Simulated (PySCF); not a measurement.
Isomers of C4H10O, one conformer each. Method used: core-valence-separated Tamm–Dancoff BHandHLYP/aug-pcX-1 (pcseg-1 on H) in PySCF, non-relativistic, gas phase, PBE0-D3(BJ)/def2-SVP geometry. Absolute energies from this functional tend to lie a few eV below measured edges; no shift was applied.

P. methyl propyl ether, `CCCOC`
Q. ethoxy ethane, `CCOCC`

Main lines, eV (oscillator strength):
1. C K: 285.3 (0.020), 286.1 (0.048), 286.1 (0.053), 286.6 (0.015), 286.7 (0.052); O K: 533.9 (0.009), 534.2 (0.011), 534.3 (0.008), 534.4 (0.006), 535.0 (0.015)
2. C K: 285.3 (0.008), 285.7 (0.015), 286.0 (0.028), 286.1 (0.015), 286.1 (0.037); O K: 533.8 (0.012), 533.9 (0.006), 534.3 (0.016), 534.6 (0.002), 535.3 (0.009)
Listed: the first five lines at most of each edge with a tenth or more of its strongest line's intensity; roots within 0.03 eV on the same or equivalent atoms are summed. Only the lowest roots were sought, and the top ones are left out.

Task: Which spectrum belongs to which isomer?

Result: 1 = Q, 2 = P.
- P: first C line listed at 285.3 eV, hole on the methyl carbon; first O line listed at 533.8 eV, hole on the ether oxygen.
- Q: first C line listed at 285.3 eV, hole on the methyl carbon; first O line listed at 533.9 eV, hole on the ether oxygen.

Task: What are the ground-state energies of the isomers at BHandHLYP/aug-pcX-1 (pcseg-1 on H), relative to the lowest?

Result: P 12.9, Q 0.0 kJ/mol (electronic energies on these geometries, no dispersion or zero-point terms).
